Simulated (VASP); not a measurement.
KBr:

```xyz
2
Lattice="0.0000 3.3000 3.3000 3.3000 0.0000 3.3000 3.3000 3.3000 0.0000" Properties=species:S:1:pos:R:3 pbc="T T T"
K     0.0000    0.0000    0.0000
Br    3.3000    3.3000    3.3000
```

Program: VASP 6.6.1. Alike in all runs: task single point; no spin polarisation; cell as given; k mesh 6 × 6 × 6; cutoff (eV) 520; smearing gaussian 0.03 eV.

Task: Order these runs on this cell by their band gap on the k mesh, lowest first.
A. level LDA; potentials or basis VASP PAW LDA potentials, release 64 (K_sv, Br)
B. level PBEsol; potentials or basis VASP PAW PBE potentials, release 64 (K_sv, Br)
C. level PBE; potentials or basis VASP PAW PBE potentials, release 64 (K_sv, Br)

Result: A (4.04 eV), B (4.28 eV), C (4.43 eV).

A k mesh can miss the band edges.

Not every run made on this cell is shown here.
